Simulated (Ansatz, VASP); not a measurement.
**One calculation of BAs, two programs**

INCAR

```
PREC = Accurate ; ENCUT = 520
EDIFF = 1E-6 ; ISMEAR = -1
SIGMA = 0.03 ; LREAL = False
LASPH = True ; NELM = 80
ALGO = Normal ; ISIF = 2
LWAVE = False ; LCHARG = False
GGA = PE ; NBANDS = 11
```

The input KPOINTS:

```
Automatic mesh
0
Gamma
  15 15 15
```

The input POSCAR:

```
BAs
1.0
    0.0000000000      2.3562190158      2.3562190158
    2.3562190158      0.0000000000      2.3562190158
    2.3562190158      2.3562190158      0.0000000000
B As
1 1
Direct
    0.0000000000      0.0000000000      0.0000000000
    0.7500000000      0.7500000000      0.7500000000
```

Input for Ansatz:

```yaml
crystal:
  lattice:
    - [0.0, 2.3562190158, 2.3562190158]
    - [2.3562190158, 0.0, 2.3562190158]
    - [2.3562190158, 2.3562190158, 0.0]
  atoms:
    - { symbol: B, position: [0.0, 0.0, 0.0] }
    - { symbol: As, position: [0.75, 0.75, 0.75] }
kpoints:
  mp_grid: { grid: [15, 15, 15] }
  band_path:
    path:
      - [0.0, 0.0, 0.0]
      - [-0.5, -0.5, 0.0]
      - [-0.375, -0.375, 0.25]
      - [-0.375, 0.0, 0.375]
      - [0.0, 0.0, 0.0]
      - [0.0, 0.0, 0.5]
      - [-0.5, -0.25, 0.25]
      - [-0.5, -0.5, 0.0]
    npoints: 5
scf:
  occupations: { method: fermi_dirac, width: 0.03 }
hamiltonian:
  xc: pbe
  pseudopotentials: { kind: all_electron, lapw: { basis_error: 0.00025 } }
output:
  forces: true
  stress: true
  eigenvalues: true
```

Change from the starting cell: volume scaled by 0.96.

Alike in both runs: task single point; functional PBE; k mesh 15 × 15 × 15; occupations fermi-dirac, width 0.03 eV; no spin polarisation.

|  | VASP | Ansatz |
| --- | --- | --- |
| version | VASP 6.6.1 | Ansatz 0.2.0 |
| potentials or method | VASP PAW PBE potentials, release 64 (B, As) | all-electron LAPW, scalar-relativistic |
| plane-wave cutoff (eV) | 520 | see its input |

```tsv
	VASP	Ansatz	Ansatz less VASP
gap on the k mesh at the Fermi level (eV)	1.13	1.14	+0.012
pressure (GPa)	9.9	9.0	-0.85
```

Ansatz ran all-electron here, so the differences hold the error of VASP's frozen core and of both bases.

Caveats: an odd mesh through Γ misses points on the zone boundary, where band edges often lie.
